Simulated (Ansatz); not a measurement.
# HfO2 under changes of volume

One of the cells (11.532 Å³/atom); the others are scaled copies at fixed shape and fractional positions:

```
Hf O
1.0
     5.11800    0.00000    0.00000
     0.00000    5.18570    0.00000
    -0.85866    0.00000    5.21387
Hf O
4 8
Direct
  0.27550 0.46030 0.70800
  0.72450 0.96030 0.79200
  0.72450 0.53970 0.29200
  0.27550 0.03970 0.20800
  0.07420 0.16840 0.84670
  0.92580 0.66840 0.65330
  0.92580 0.83160 0.15330
  0.07420 0.33160 0.34670
  0.44870 0.74190 0.98010
  0.55130 0.24190 0.51990
  0.55130 0.25810 0.01990
  0.44870 0.75810 0.48010
```

```yaml
Program: Ansatz 0.2.0
Functional: PBEsol
Dispersion: D4
Potentials_or_basis: Ansatz PAW
Cutoff: "420 eV (not typed: the program's choice for these potentials)"
k_mesh: 5 × 5 × 5
Occupations: fermi-dirac, width 0.05 eV
Spin: no spin polarisation
```

```tsv
volume (Å³/atom)	energy over the lowest point (meV/atom)	pressure (GPa)	gap on the mesh (eV)	largest force (eV/Å)
10.840	21.40	13.5	4.30	0.642
11.070	?	?	?	?
11.301	0.00	1.7	4.16	0.501
11.532	1.18	-3.3	4.10	0.444
11.762	9.22	-7.8	4.03	0.398
11.993	23.44	-11.9	3.97	0.361
12.223	43.24	-15.5	3.90	0.336
```

Problem. What does the run at 11.070 Å³/atom give?

Solution. Energy over the lowest point 6.50 meV/atom; pressure 7.3 GPa; gap on the mesh 4.23 eV; largest force 0.567 eV/Å.

Worked out: A Birch-Murnaghan fit of order 3 (a polynomial in V^(-2/3)) to the other rows has its minimum at 11.38 Å³/atom with B0 = V·E''(V) = 252 GPa and B' = 4.1 at fixed shape and positions, which overstates the stiffness. It gives 6.49 meV/atom at 11.070 Å³/atom, against the run's 6.50, and -dE/dV = 7.3 GPa, against 7.3. A straight line through the other rows of the gap, of slope -3.3 eV per unit of ln V, gives 4.23 eV, against the run's 4.23.

Energies are extrapolated to zero smearing.

Caveats: odd divisions of the mesh miss points on the zone boundary, where band edges often lie, so the gap on the mesh can be too wide; spin-orbit coupling is left out, which moves the levels of the heavy elements; the PAW data sets come from PBE, with cores solved anew for the run's functional, which leaves a small shift of forces and pressure.

A mesh can miss the band edges.
